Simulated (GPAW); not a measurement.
Input of a GPAW 26.7.0 run:

File run.py:

```python
from ase import Atoms
from ase.dft.bandgap import bandgap
from ase.io import write
from ase.units import GPa
from gpaw import GPAW, PW

atoms = Atoms(['In', 'In', 'In', 'In', 'O', 'O', 'O', 'O', 'O', 'O'],
              cell=[[2.7435, 1.5839604635, 4.8366666667],
                    [-2.7435, 1.5839604635, 4.8366666667],
                    [0.0, -3.167920927, 4.8366666667]],
              scaled_positions=[[0.85731, 0.85731, 0.85731],
                                [0.64269, 0.64269, 0.64269],
                                [0.14269, 0.14269, 0.14269],
                                [0.35731, 0.35731, 0.35731],
                                [0.048, 0.75, 0.452],
                                [0.75, 0.452, 0.048],
                                [0.452, 0.048, 0.75],
                                [0.952, 0.25, 0.548],
                                [0.25, 0.548, 0.952],
                                [0.548, 0.952, 0.25]],
              pbc=True)

calc = GPAW(mode=PW(800),
            xc='LDA',
            kpts={'size': (4, 4, 4), 'gamma': True},
            occupations={'name': 'fermi-dirac', 'width': 0.05},
            nbands=69,
            convergence={'density': 1e-05, 'energy': 1e-05},
            maxiter=150,
            txt='gpaw.txt')
atoms.calc = calc
energy = atoms.get_potential_energy()
forces = atoms.get_forces()
stress = atoms.get_stress()
calc.write('gs.gpw')
write('result.traj', atoms)
print(f'Energy: {energy:.6f} eV')
print('Forces (eV/A):')
print(forces.round(4))
print('Stress (GPa):', (stress / GPa).round(3))
print('Fermi level:', round(calc.get_fermi_level(), 4), 'eV')
print(f'Gap: {bandgap(calc)[0]:.4f} eV, direct: {bandgap(calc, direct=True)[0]:.4f} eV')

path = atoms.cell.bandpath('GLB1,BZGX,QFP1Z,LP', npoints=80, eps=1e-4)
bs_calc = calc.fixed_density(kpts=path, symmetry='off', nbands=98,
                             convergence={'bands': 'CBM+6.0', 'eigenstates': 1e-6}, txt='bands.txt')
bs = bs_calc.band_structure()
bs.write('bs.json')
print(f'Gap on the path: {bandgap(bs_calc)[0]:.4f} eV')
```

Potentials or basis: the program's PAW data sets (release 1.2.1) made for this functional, pw.

Command:

```sh
$ OMP_NUM_THREADS=1 python run.py
```

Q: Estimate the band gap on the k mesh.

A: 1.19 eV, indirect (least direct gap 1.22 eV).

Q: What does it give for the largest force?

A: 0.156 eV/Å.

Q: Estimate the band gap along the path.

A: 1.18 eV, indirect (least direct gap 1.22 eV).

Q: Estimate the pressure.

A: -4.1 GPa.

Stress tensor (GPa, compression positive):
```
-4.04  0.00  0.00
 0.00 -4.04  0.00
 0.00  0.00 -4.23
```

Caveat: spin-orbit coupling is left out, which moves the levels of the heavy elements.

**Experimental background.**

From “Fabrication and performance enhancement of an In2O3/BiVO4 heterojunction for N-butanol gas sensing applications”, 2024, pmc:11650617, for a powder of In2O3: band gap 3.08 eV (optical).

Against the measured gap of In2O3, 3.08 eV (optical; powder; “Fabrication and performance enhancement of an In2O3/BiVO4 heterojunction for N-butanol gas sensing applications”, 2024, pmc:11650617), the calculated 1.18 eV is off by -1.90 eV. So large a miss can be the level of theory's own, or it may mean another phase, state or a wrong row. Spin-orbit coupling on In is left out. The value is that of LDA, without temperature or zero-point motion. Semilocal functionals fall short of measured gaps as a rule.
